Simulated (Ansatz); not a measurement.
The calculation used Ansatz, DFT PBE, scalar-relativistic, plane waves, PAW. Settings: cutoff 420 eV, Γ-centred meshes spaced at most about 0.3 Å⁻¹ (2π included), Gaussian smearing. No spin polarisation.

These are static total energies at zero pressure.

Two forms of WS2 were relaxed alike.

A.

Space group P-3m1 (No. 164). a = 3.188 Å, b = 3.188 Å, c = 24.167 Å, α = 90.00°, β = 90.00°, γ = 120.00°
| atom | site | symmetry | x | y | z |
| --- | --- | --- | --- | --- | --- |
| W | 2d | 3m. | 0.3333 | 0.6667 | 0.6538 |
| S | 2d | 3m. | 0.3333 | 0.6667 | 0.2812 |
| S | 2d | 3m. | 0.6667 | 0.3333 | 0.5887 |

B.

Space group P-1 (No. 2). a = 3.187 Å, b = 3.188 Å, c = 15.285 Å, α = 87.79°, β = 88.71°, γ = 60.01°
| atom | site | symmetry | x | y | z |
| --- | --- | --- | --- | --- | --- |
| W | 2i | 1 | 0.5843 | 0.0336 | 0.7514 |
| S | 2i | 1 | 0.9197 | 0.3850 | 0.6485 |
| S | 2i | 1 | 0.0844 | 0.6510 | 0.1458 |

Question: Which would you expect to be lower, and how large is the difference?

Answer: They are level within the accuracy (under 1 meV/atom apart). A has space group P-3m1 (No. 164), 35.4 Å³/atom and a gap of 1.73 eV on its mesh; B has space group P-1 (No. 2), 22.4 Å³/atom and a gap of 1.84 eV. In A, around W lie 6 S at 2.42 Å; S on its first site has 3 W at 2.42 Å; around S on its second site lie 3 W at 2.42 Å. In B, W is surrounded by 6 S at 2.42 Å; S on its first site has 3 W at 2.42 Å; S on its second site is surrounded by 3 W at 2.42 Å. Origin: A, reached from a Materials Project cell; B, invented, matching a COD cell. The lowest form computed isn't among them: it has the 2H molybdenite type, space group P6_3/mmc (No. 194), 21.8 Å³/atom, is reached from a Materials Project cell and lies under 1 meV/atom below the best shown.

Weakly bound directions are ill-defined at this level, which has no dispersion term (P-3m1, P-1), and this can change margins and order among such cells. Spin–orbit coupling, which can matter for W, is left out. Kohn–Sham gaps at this level usually fall short of measured ones. Cells relaxed within their symmetry can be saddle points. Some candidate types were left out of the draw beforehand, so a known form may be missing.

The near-degeneracy reflects the same covalent building block in both cells: WS2 layers with W in trigonal-prismatic coordination. The prismatic ligand field splits off a low-lying, mainly dz²-like band that the two d electrons of W(IV) fill, so both forms are semiconducting.

The large volume difference is not a difference in bond packing. The coordinates of A describe pairs of layers separated by a wide empty region, effectively a bilayer slab, whereas B is continuously stacked. That opening this space costs almost no energy contradicts the known cohesion of layered WS2, and probably reflects the missing van der Waals attraction. Real bulk stacking should therefore lie below A.

The smaller gap of A runs against simple confinement. Its closer contact within each pair may strengthen interlayer S p and W d mixing, but stacking and k-point sampling could contribute equally. The results support a common intralayer bonding pattern, not a ranking of stacking sequences.
